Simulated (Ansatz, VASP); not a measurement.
## One calculation of CaO, two programs

```xyz
4
Lattice="-1.6676 1.6676 8.5135 1.6676 -1.6676 8.5135 1.6676 1.6676 -8.5135" Properties=species:S:1:pos:R:3 pbc="T T T"
Ca    0.0000    0.0000    5.4555
Ca    0.0000    0.0000   11.5715
O     0.0000    0.0000    3.0957
O     0.0000    0.0000   13.9312
```

The cell comes from a database or a generator and needn't be the stable form of this composition.

Alike in both runs: task single point; functional PBEsol; k mesh 8 × 8 × 8; occupations gaussian, width 0.1 eV; no spin polarisation.

|  | VASP | Ansatz |
| --- | --- | --- |
| version | VASP 6.6.1 | Ansatz 0.2.0 |
| potentials or method | VASP PAW PBE potentials, release 64 (Ca_sv, O) | scalar-relativistic, plane waves, PAW |
| plane-wave cutoff (eV) | 520 | 420 |
| valence electrons in the cell | 32 | 32 |

```tsv
	VASP	Ansatz	Ansatz less VASP
gap on the k mesh at the Fermi level (eV)	2.20	2.21	+0.012
least direct gap on the mesh (eV)	2.20	2.21	+0.012
pressure (GPa)	-2.4	-2.7	-0.33
largest component of the traceless stress (GPa)	0.96	1.16	+0.194
rms of the force components (eV/Å)	0.100	0.118	+0.0178
```

Atom by atom the forces differ by 0.018 eV/Å (rms over components). The functional is the same, so the differences come from potentials, cutoffs and numerics.

Caveats: the PAW data sets were made with another functional, which shifts forces and pressure a little (VASP). PBEsol gaps usually lie below the measured ones, often by a third to a half. A k mesh can miss the band edges.
